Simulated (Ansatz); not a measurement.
# TiO2 (Pbcn) in Ansatz: relaxation of cell and atoms with PBE

Aim: the relaxation of cell and atoms of TiO2 with PBE.

All numbers are computed with Ansatz 0.2.0; they aren't measurements. Logs are shortened: lines on timing, memory, paths and dates and some standing lists are left out, and cuts for length are marked.

## Step 1: The crystal as given

It takes space group Pbcn (No. 60, orthorhombic). The conventional cell has a = 4.545 Å, b = 5.520 Å, c = 4.909 Å, α = 90.00°, β = 90.00°, γ = 90.00°. Ti (site symmetry 2) has 6 O at 1.88 to 2.09 Å as nearest neighbours. O (site symmetry 1) is surrounded by 3 Ti at 1.88 to 2.09 Å.

Measurements of this composition are mostly on another form, of space group No. 141.

## Step 2: Relaxation of cell and atoms, PBE

Contents of input.yaml:

```yaml
crystal:
  lattice:
    - [4.54534955, 0.0, 0.0]
    - [0.0, 5.51961944, 0.0]
    - [0.0, 0.0, 4.90919686]
  atoms:
    - { symbol: Ti, position: [0.0, 0.17299093, 0.75] }
    - { symbol: Ti, position: [0.5, 0.32700907, 0.25] }
    - { symbol: Ti, position: [0.0, 0.82700907, 0.25] }
    - { symbol: Ti, position: [0.5, 0.67299093, 0.75] }
    - { symbol: O, position: [0.27145062, 0.38172464, 0.91864908] }
    - { symbol: O, position: [0.77145062, 0.11827536, 0.08135092] }
    - { symbol: O, position: [0.22854938, 0.11827536, 0.41864908] }
    - { symbol: O, position: [0.72854938, 0.38172464, 0.58135092] }
    - { symbol: O, position: [0.27145062, 0.61827536, 0.41864908] }
    - { symbol: O, position: [0.77145062, 0.88172464, 0.58135092] }
    - { symbol: O, position: [0.22854938, 0.88172464, 0.91864908] }
    - { symbol: O, position: [0.72854938, 0.61827536, 0.08135092] }
hamiltonian:
  xc: pbe
  pseudopotentials: { kind: nc }
kpoints:
  mp_grid: { grid: [6, 5, 6] }
scf:
  occupations: { method: fermi_dirac, width: 0.05 }
output:
  forces: true
  stress: true
  eigenvalues: true
relax:
  f_tol: 0.01
  max_steps: 40
  cell: { stress_tol: 0.05 }
```

Potentials or basis: Ansatz NC.

The run is started by

```console
$ ansatz run input.yaml --threads 4 --pin off --max-ram 11264MiB --backend cpu --events-out ev --progress --plain --runs-dir out
```

Standard output:

```text
Warning: RAYON_NUM_THREADS=4 ignored (pool sized by the plan → 4); use --threads N
Engine: ansatz 0.2.0, aarch64-unknown-linux-gnu
Pseudopotentials: kind: nc
Pseudopotential: Ti, nc, valence charge 12, recommended cutoff 1155 eV (normal), Ti.nc.azcp
Pseudopotential: O, nc, valence charge 6, recommended cutoff 1240 eV (normal), O.nc.azcp
Functional definition: PBE
  parameter kappa = 0.804
  parameter beta = 0.06672455060314922
  exchange = pbe_x(kappa = kappa, mu = beta*pi^2/3)
  correlation = pbe_c(beta = beta)
Crystal: 12 atoms, lattice volume = 123.165 Å³
Basis set: ecut = 1240 eV, 12197 PW (Γ), exchange–correlation on 108×128×120 points (8 copies of the dense FFT grid, shifted against one another)
Bands: 60, of which v1, the nominal top of the filled ones, is band 48 counted from 1 (47 counted from 0)
Symmetry: 8 space group operations
Space group: Pbcn (ITA 60), of the structure as read, at distance tolerance 5.0e-5 Å
k-points: 48 of 180
Non-local potential: Ti, projectors of the file, l = 0: 2, l = 1: 2, l = 2: 2
Non-local potential: O, projectors of the file, l = 0: 2, l = 1: 2, l = 2: 1
Initial density: superposition of atomic densities (chi_scale 0.1, normalization cell, long waves kept (reshape's long-wave potential 0.00 eV rms))
Initial wavefunctions: pseudopotential atomic-orbital guess
Functional: x = pbe(κ = 0.804, μ = 0.2195149727645171), c = pbe(β = 0.06672455060314922)
SCF iter   1: F=—  HF=-10204.732057 eV  |F-HF|=—  |Δ(HF+E_count)|=         —  Δρ=6.97e-2  dr2=5.08e0  ethr=3.10e-3  ⟨swp⟩=6.9  Hψ=11714  notcnv=0
preconditioner: auto → Resta (q_TF=auto, 2.617 Å⁻¹)  ε∞=8.5  [insulator: Δε(μ)=2.873 eV  Ē_g=9.756 eV  σ=0.050 eV  W_gap=1.00  n_scr=34 (ndim 8)  ℏωp=26.8 eV  f_vac=0.000  D(μ)=0.00/eV (n_scr^D=0)  ε∞_Penn≈8.5]
SCF iter   2: F=—  HF=-10203.946917 eV  |F-HF|=—  |Δ(HF+E_count)|=   7.85e-1  Δρ=4.36e-2  dr2=1.60e0  ethr=3.10e-3  ⟨swp⟩=2.8  Hψ=5199  notcnv=0  defer=298
SCF iter   3: F=—  HF=-10203.825409 eV  |F-HF|=—  |Δ(HF+E_count)|=   1.22e-1  Δρ=2.36e-2  dr2=6.68e-1  ethr=1.67e-3  ⟨swp⟩=3.0  Hψ=4248  notcnv=0  defer=298
SCF iter   4: F=—  HF=-10203.779772 eV  |F-HF|=—  |Δ(HF+E_count)|=   4.56e-2  Δρ=5.54e-3  dr2=2.56e-2  ethr=6.95e-4  ⟨swp⟩=2.7  Hψ=4497  notcnv=0  defer=298
SCF iter   5: F=—  HF=-10203.793514 eV  |F-HF|=—  |Δ(HF+E_count)|=   1.37e-2  Δρ=1.33e-3  dr2=2.68e-3  ethr=2.67e-5  ⟨swp⟩=2.2  Hψ=4311  notcnv=0  defer=280
SCF iter   6: F=—  HF=-10203.795139 eV  |F-HF|=—  |Δ(HF+E_count)|=   1.62e-3  Δρ=3.06e-4  dr2=7.68e-5  ethr=2.79e-6  ⟨swp⟩=2.1  Hψ=4024  notcnv=0  defer=280
SCF iter   7: F=—  HF=-10203.795569 eV  |F-HF|=—  |Δ(HF+E_count)|=   4.30e-4  Δρ=6.09e-5  dr2=3.85e-6  ethr=8.01e-8  ⟨swp⟩=2.5  Hψ=5226  notcnv=0  defer=280
SCF iter   8: F=—  HF=-10203.795573 eV  |F-HF|=—  |Δ(HF+E_count)|=   4.80e-6  Δρ=2.21e-5  dr2=2.78e-7  ethr=4.01e-9  ⟨swp⟩=2.4  Hψ=4962  notcnv=0  defer=280
SCF iter   9: F=-10203.795573 eV  HF=-10203.795573 eV  |F-HF|=3.54e-9  |Δ(HF+E_count)|=   2.35e-8  Δρ=4.69e-6  dr2=1.15e-8  ethr=1.04e-10  ⟨swp⟩=15.6  Hψ=16112  notcnv=0
SCF 1 converged in 9 iterations: F = -10203.795573 eV  dr2 = 1.15e-8
relax step   1: F+E_penalty+E_count = -10203.79557337 eV  Δ(F+E_penalty+E_count) = +0.000e0 eV  max|allowed force component| = 1.116e-1 eV/Å  Δτ_max = 0.0000 Å  P = +3.935 GPa  Ω = 123.165 Å³  (9 SCF iters, dr2 threshold 1.00e-7 eV, accepted)
Crystal: 12 atoms, lattice volume = 124.778 Å³
Basis set: ecut = 1240 eV, 12345 PW (Γ), exchange–correlation on 108×128×120 points (8 copies of the dense FFT grid, shifted against one another)
Initial density: handed on by an earlier stage of this run
Initial wavefunctions: those handed on with the density
iter 1 solved again at ethr=6.90e-6 eV; its pass at ethr=3.10e-3 eV (dr2=6.63e-3 eV) is discarded
SCF iter   1: F=—  HF=-10203.822101 eV  |F-HF|=—  |Δ(HF+E_count)|=         —  Δρ=2.77e-3  dr2=7.65e-3  ethr=6.90e-6  ⟨swp⟩=2.1  Hψ=18165  notcnv=0
preconditioner: auto → Resta (q_TF=auto, 2.612 Å⁻¹)  ε∞=8.9  [insulator: Δε(μ)=2.568 eV  Ē_g=9.436 eV  σ=0.050 eV  W_gap=1.00  n_scr=34 (ndim 8)  ℏωp=26.6 eV  f_vac=0.020  D(μ)=0.00/eV (n_scr^D=0)  ε∞_Penn≈8.9]
SCF iter   2: F=—  HF=-10203.820800 eV  |F-HF|=—  |Δ(HF+E_count)|=   1.30e-3  Δρ=1.27e-3  dr2=1.80e-3  ethr=6.90e-6  ⟨swp⟩=2.0  Hψ=4416  notcnv=0
SCF iter   3: F=—  HF=-10203.820547 eV  |F-HF|=—  |Δ(HF+E_count)|=   2.53e-4  Δρ=5.62e-4  dr2=4.27e-4  ethr=1.88e-6  ⟨swp⟩=2.4  Hψ=3897  notcnv=0
SCF iter   4: F=—  HF=-10203.820826 eV  |F-HF|=—  |Δ(HF+E_count)|=   2.79e-4  Δρ=1.57e-4  dr2=3.47e-5  ethr=4.45e-7  ⟨swp⟩=2.1  Hψ=4504  notcnv=0
SCF iter   5: F=—  HF=-10203.820839 eV  |F-HF|=—  |Δ(HF+E_count)|=   1.36e-5  Δρ=6.28e-5  dr2=6.06e-6  ethr=3.62e-8  ⟨swp⟩=2.2  Hψ=4339  notcnv=0
SCF iter   6: F=-10203.820839 eV  HF=-10203.820839 eV  |F-HF|=7.96e-8  |Δ(HF+E_count)|=   3.48e-7  Δρ=1.79e-5  dr2=4.64e-7  ethr=1.25e-9  ⟨swp⟩=9.9  Hψ=15709  notcnv=0
SCF 2 converged in 6 iterations: F = -10203.820839 eV  dr2 = 4.64e-7
relax step   2: F+E_penalty+E_count = -10203.82083897 eV  Δ(F+E_penalty+E_count) = -2.527e-2 eV  max|allowed force component| = 1.211e-1 eV/Å  Δτ_max = 0.0059 Å  P = +1.008 GPa  Ω = 124.778 Å³  energy of the carried Pulay correction = -6.804e-4 eV  (6 SCF iters, dr2 threshold 1.20e-6 eV, accepted)
[... 77 lines left out ...]
SCF iter   3: F=—  HF=-10203.830678 eV  |F-HF|=—  |Δ(HF+E_count)|=   1.13e-8  Δρ=2.85e-6  dr2=9.56e-9  ethr=4.53e-11  ⟨swp⟩=2.4  Hψ=4266  notcnv=0
SCF iter   4: F=—  HF=-10203.830678 eV  |F-HF|=—  |Δ(HF+E_count)|=  8.20e-10  Δρ=2.51e-6  dr2=7.23e-9  ethr=9.96e-12  ⟨swp⟩=3.0  Hψ=5790  notcnv=0
SCF iter   5: F=—  HF=-10203.830678 eV  |F-HF|=—  |Δ(HF+E_count)|=  5.29e-10  Δρ=1.91e-6  dr2=4.03e-9  ethr=7.53e-12  ⟨swp⟩=1.4  Hψ=2933  notcnv=0
SCF iter   6: F=—  HF=-10203.830678 eV  |F-HF|=—  |Δ(HF+E_count)|=  4.98e-10  Δρ=1.05e-6  dr2=1.19e-9  ethr=4.20e-12  ⟨swp⟩=1.7  Hψ=3088  notcnv=0
SCF iter   7: F=-10203.830678 eV  HF=-10203.830678 eV  |F-HF|=1.64e-11  |Δ(HF+E_count)|=  1.16e-10  Δρ=1.94e-7  dr2=2.74e-11  ethr=1.00e-12  ⟨swp⟩=6.9  Hψ=15147  notcnv=0
SCF 9 converged in 7 iterations: F = -10203.830678 eV  dr2 = 2.74e-11
relax step   9: F+E_penalty+E_count = -10203.83067815 eV  Δ(F+E_penalty+E_count) = -1.297e-5 eV  max|allowed force component| = 3.080e-4 eV/Å  Δτ_max = 0.0000 Å  P = +0.000 GPa  Ω = 125.567 Å³  stress off target by 2.58e-3 GPa  SCF on the basis re-selected at this cell (its energy is not comparable with the rows above)  (7 SCF iters)
basis re-selected at this cell: Δ(F+E_penalty+E_count) = -1.297e-5 eV, ΔP = +0.000 GPa vs the last step (what re-selecting the basis moved, of the pressure what is left beyond the Pulay correction that the steps carried, after the strain that the cell walked since its last selection, with what the two solves' SCF thresholds leave and, on support functions, any second-order correction that the steps lacked; it is no measure of the basis error at this ecutwfc). This SCF's stress stands 2.58e-3 GPa from its target on what of the cell is left free (relax.cell.stress_tol is 5.00e-2 GPa) and its largest allowed force component is 3.08e-4 eV/Å (relax.f_tol is 1.00e-2 eV/Å): within both
SCF converged after 7 iterations
Free energy (F): -10203.830678 eV
Harris-Foulkes:  -10203.830678 eV  (|F-HF|=1.64e-11)
Internal energy: -10203.830678 eV  (E = F + TS)
E sigma→0 (E₀):  -10203.830678 eV
Fermi energy:    9.941480 eV
--- Per-component energies (eV) ---
  E_band       = -783.034859
  E_kinetic    = 5058.490615
  E_local      = -7771.509604  (includes V_loc(G=0)·N_el)
  E_nonlocal   = -565.765238
  E_hartree    = 2298.023938
  E_xc         = -1972.413393
  E_vxc        = -2100.298518  (∫ρ·V_xc dr)
  E_ewald      = -7250.656994
  E_smearing   = -0.000000  (= −TS)
  E_closure    = 0.000000  (closes the sum)
  Σ components = -10203.830678   (vs F -10203.830678, Δ=0.00e0)
--- Forces (eV/Å), atoms counted from 1 ---
  atom   1  Ti     0.00000000    -0.00016224     0.00000000
  atom   2  Ti     0.00000000     0.00016224    -0.00000000
  atom   3  Ti    -0.00000000     0.00016224    -0.00000000
  atom   4  Ti    -0.00000000    -0.00016224     0.00000000
  atom   5  O     -0.00030802    -0.00007663    -0.00000708
  atom   6  O     -0.00030802     0.00007663     0.00000708
  atom   7  O      0.00030802     0.00007663    -0.00000708
  atom   8  O      0.00030802    -0.00007663     0.00000708
  atom   9  O     -0.00030802     0.00007663    -0.00000708
  atom  10  O     -0.00030802    -0.00007663     0.00000708
  atom  11  O      0.00030802    -0.00007663    -0.00000708
  atom  12  O      0.00030802     0.00007663     0.00000708
  max |Σ_I F_I| component: 6.07e-18 eV/Å
--- Stress (GPa, compression-positive) ---
        0.001381      -0.000000       0.000000
       -0.000000       0.001921       0.000000
        0.000000       0.000000      -0.002582
  P = ⅓ Tr σ = 0.0002 GPa (0.002 kbar)
--- Band table (eV; the first three rows and the last of 48) ---
  k-point 0: bands = ["-47.7536", "-47.7331", "-47.7285", "-47.7223", "-24.1865", "-24.1181", "-24.0852", "-24.0301", "-24.0272", "-24.0254", "-24.0049", "-23.9777", "-23.9415", "-23.9210", "-23.9115", "-23.9012", "-9.0296", "-7.8436", "-7.7350", "-7.5463", "-7.4929", "-7.4415", "-7.2996", "-7.2034", "3.7513", "3.8916", "4.3621", "4.3805", "4.7723", "4.8756", "5.0054", "5.3256", "5.6080", "5.6661", "6.1857", "6.2704", "6.3411", "6.4574", "6.5107", "6.9496", "7.1145", "7.1173", "7.7851", "8.0542", "8.1571", "8.2283", "8.6476", "8.6528", "11.3225", "11.3351", "11.4592", "11.4955", "11.5760", "11.9512", "12.2289", "12.3644", "12.4500", "12.6631", "13.0640", "13.3187"]
  k-point 1: bands = ["-47.7515", "-47.7328", "-47.7288", "-47.7244", "-24.1706", "-24.1324", "-24.0795", "-24.0752", "-24.0063", "-24.0042", "-23.9844", "-23.9718", "-23.9448", "-23.9315", "-23.9265", "-23.9053", "-8.9355", "-7.8513", "-7.7545", "-7.6246", "-7.4181", "-7.4070", "-7.3778", "-7.2344", "3.8493", "4.1206", "4.3210", "4.3712", "4.3958", "4.9158", "5.1234", "5.2292", "5.5797", "5.6931", "6.1290", "6.3699", "6.3757", "6.6501", "6.6783", "6.6877", "7.0071", "7.5121", "7.6386", "7.8335", "7.9448", "8.2958", "8.5376", "8.6145", "11.4024", "11.4334", "11.4440", "11.5035", "11.7098", "11.8804", "12.3084", "12.3108", "12.5669", "12.7313", "13.0015", "13.3432"]
  k-point 2: bands = ["-47.7458", "-47.7319", "-47.7301", "-47.7296", "-24.1492", "-24.1272", "-24.1226", "-24.0512", "-24.0101", "-23.9768", "-23.9675", "-23.9619", "-23.9556", "-23.9514", "-23.9474", "-23.9162", "-8.6747", "-7.9809", "-7.7763", "-7.7092", "-7.4710", "-7.3483", "-7.3472", "-7.3169", "3.9805", "3.9865", "4.4197", "4.4498", "4.7258", "4.7548", "5.0346", "5.2065", "5.4904", "5.8359", "6.0675", "6.1794", "6.4541", "6.6405", "6.8149", "6.8457", "6.9202", "7.2264", "7.5327", "7.7537", "7.9344", "8.3621", "8.4060", "8.4908", "11.3368", "11.3797", "11.5770", "11.6265", "12.0268", "12.0404", "12.2552", "12.4307", "12.6623", "12.7897", "12.8829", "13.2989"]
  k-point 47: bands = ["-47.7343", "-47.7343", "-47.7343", "-47.7343", "-24.1403", "-24.1403", "-24.1403", "-24.1403", "-23.9704", "-23.9704", "-23.9704", "-23.9704", "-23.9253", "-23.9253", "-23.9253", "-23.9253", "-7.9723", "-7.9723", "-7.9723", "-7.9723", "-7.4504", "-7.4504", "-7.4504", "-7.4504", "4.3239", "4.3239", "4.3239", "4.3239", "4.8325", "4.8325", "4.8325", "4.8325", "5.9756", "5.9756", "5.9756", "5.9756", "6.8666", "6.8666", "6.8666", "6.8666", "7.4116", "7.4116", "7.4116", "7.4116", "7.8959", "7.8959", "7.8959", "7.8959", "11.6729", "11.6729", "11.6729", "11.6729", "12.1388", "12.1388", "12.1388", "12.1388", "12.5527", "12.5527", "12.5527", "12.5527"]
--- Relaxed structure (7 steps of the walk, 6 accepted, 2 SCFs on fresh bases) ---
  F+E_penalty+E_count = -10203.83067815 eV   max|allowed force component| = 3.080e-4 eV/Å   (the final SCF, on the basis selected at the relaxed cell)
  cell:  # Å, volume = 125.5670 Å³
    - [4.578154756672507, 0.0, 0.0]
    - [0.0, 5.571189205075056, 0.0]
    - [0.0, 0.0, 4.923084357088372]
  atoms:
    - { symbol: Ti, position: [0.0, 0.17719098057527594, 0.7500000000000001] }
    - { symbol: Ti, position: [0.49999999999999994, 0.32280901942472406, 0.25] }
    - { symbol: Ti, position: [0.0, 0.8228090194247242, 0.25] }
    - { symbol: Ti, position: [0.49999999999999994, 0.6771909805752759, 0.7500000000000001] }
    - { symbol: O, position: [0.2712281504395365, 0.38049400422856916, 0.9189875291740821] }
    - { symbol: O, position: [0.7712281504395364, 0.11950599577143077, 0.08101247082591788] }
    - { symbol: O, position: [0.22877184956046337, 0.11950599577143077, 0.4189875291740822] }
    - { symbol: O, position: [0.7287718495604634, 0.38049400422856916, 0.5810124708259179] }
    - { symbol: O, position: [0.2712281504395365, 0.619505995771431, 0.4189875291740822] }
    - { symbol: O, position: [0.7712281504395364, 0.8804940042285694, 0.5810124708259179] }
    - { symbol: O, position: [0.22877184956046337, 0.8804940042285694, 0.9189875291740821] }
    - { symbol: O, position: [0.7287718495604634, 0.619505995771431, 0.08101247082591788] }
```

Wall time 5 min (4 threads of Arm Neoverse V1, shared host); peak memory 1.7 GiB.

Results:

- Free energy: -10203.8307 eV
- Relaxed volume: 10.46 Å³/atom
- Relaxed cell: a = 4.578 Å, b = 5.571 Å, c = 4.923 Å, α = 90.00°, β = 90.00°, γ = 90.00°
- Space group after relaxing (to 0.05 Å): Pbcn (No. 60)
- Energy gained by relaxing: 2.9 meV/atom
- Ionic steps: 8
- Pressure after relaxing: 0.0 GPa
- Band gap on the k mesh: 2.62 eV, indirect (least direct gap 2.67 eV)

The path:
| step | energy change (eV) | largest force (eV/Å) | volume (Å³) |
| --- | --- | --- | --- |
| 1 | 0.0000 | 0.1116 | 123.16 |
| 2 | -0.0253 | 0.1211 | 124.78 |
| 3 | -0.0290 | 0.1061 | 125.44 |
| 4 | -0.0335 | 0.0237 | 125.51 |
| 5 | -0.0337 | 0.0011 | 125.54 |
| 6 | -0.0351 | 0.0011 | 125.54 |
| 7 | -0.0351 | 0.0003 | 125.57 |
| 8 | -0.0351 | 0.0003 | 125.57 |

Final structure:
```cif
data_structure
_symmetry_space_group_name_H-M 'P 1'
_symmetry_Int_Tables_number 1
_cell_length_a 4.5782
_cell_length_b 5.5712
_cell_length_c 4.9231
_cell_angle_alpha 90.000
_cell_angle_beta 90.000
_cell_angle_gamma 90.000
_cell_volume 125.57
loop_
_atom_site_label
_atom_site_type_symbol
_atom_site_fract_x
_atom_site_fract_y
_atom_site_fract_z
_atom_site_occupancy
Ti1 Ti 0.00000 0.17719 0.75000 1
Ti2 Ti 0.50000 0.32281 0.25000 1
Ti3 Ti 0.00000 0.82281 0.25000 1
Ti4 Ti 0.50000 0.67719 0.75000 1
O1 O 0.27123 0.38049 0.91899 1
O2 O 0.77123 0.11951 0.08101 1
O3 O 0.22877 0.11951 0.41899 1
O4 O 0.72877 0.38049 0.58101 1
O5 O 0.27123 0.61951 0.41899 1
O6 O 0.77123 0.88049 0.58101 1
O7 O 0.22877 0.88049 0.91899 1
O8 O 0.72877 0.61951 0.08101 1
```

Levels at points of the mesh, in eV from the valence-band top:
```csv
k point,band 44,band 45,band 46,band 47,band 48,band 49,band 50,band 51,band 52,band 53
"(0.00, 0.00, 0.00)",-0.60,-0.50,-0.42,-0.01,0.00,2.67,2.68,2.81,2.84,2.92
"(0.00, 0.00, -0.50)",-1.06,-0.39,-0.39,-0.28,-0.28,2.62,2.62,3.05,3.05,3.60
"(-0.50, 0.00, 0.00)",-1.20,-0.51,-0.51,-0.23,-0.23,3.11,3.11,3.25,3.25,3.56
"(-0.50, 0.00, -0.50)",-1.23,-0.50,-0.50,-0.50,-0.50,2.98,2.98,2.98,2.98,3.54
```

Caveat: odd divisions of the mesh miss points on the zone boundary, where band edges often lie, so the gap on the mesh can be too wide; the plane-wave basis is chosen anew once the cell has moved, so the energies of steps on either side of that aren't comparable.

## Step 3: The reference run

An earlier run on the cell as given: functional PBE; potentials or basis Ansatz PAW; cutoff 420 eV (not typed: the program's choice for these potentials); k mesh 6 × 5 × 6; occupations fermi-dirac, width 0.05 eV; no spin polarisation.

- Pressure: 4.1 GPa
- Largest force: 0.116 eV/Å
- Band gap on the k mesh: 2.62 eV, indirect (least direct gap 2.67 eV)
